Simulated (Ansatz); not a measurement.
Runs of Ansatz 0.2.0 on KBr. The structure is cubic, space group Fm-3m (No. 225). The conventional cell has a = 6.600 Å, b = 6.600 Å, c = 6.600 Å, α = 90.00°, β = 90.00°, γ = 90.00°. Around Br (site symmetry m-3m) lie 6 K at 3.30 Å. K (site symmetry m-3m) is surrounded by 6 Br at 3.30 Å. 

```csv
task,level,cell,cutoff (eV),points for each segment of the path,gap on the mesh (eV),pressure (GPa),relaxed volume (Å³/atom)
relaxation of cell and atoms,B3LYP,relaxed,420,-,(a),0.0,38.32
band structure,r2SCAN0,as given,500,4,6.65,0.0,-
band structure,B3LYP,as given,420,4,5.91,(b),-
band structure,r2SCANh,as given,500,4,5.70,0.0,-
relaxation of cell and atoms,HSEsol,relaxed,420,-,5.53,0.0,35.13
```

Alike in all rows: potentials or basis Ansatz PAW; no spin polarisation; k mesh 4 × 4 × 4; smearing fermi-dirac 0.05 eV.

Estimate the missing entries.

(a) 5.72; (b) 1.0.

Caveats: the PAW data sets come from PBE, with cores solved anew for the run's functional, which leaves a small shift of forces and pressure; the thresholds are loose for stress (some runs); the plane-wave basis is chosen anew once the cell has moved, so the energies of steps on either side of that aren't comparable (some runs).

A k mesh can miss the band edges, and the runs leave out spin-orbit coupling on Br.

Runs at the PBE level aren't shown here.
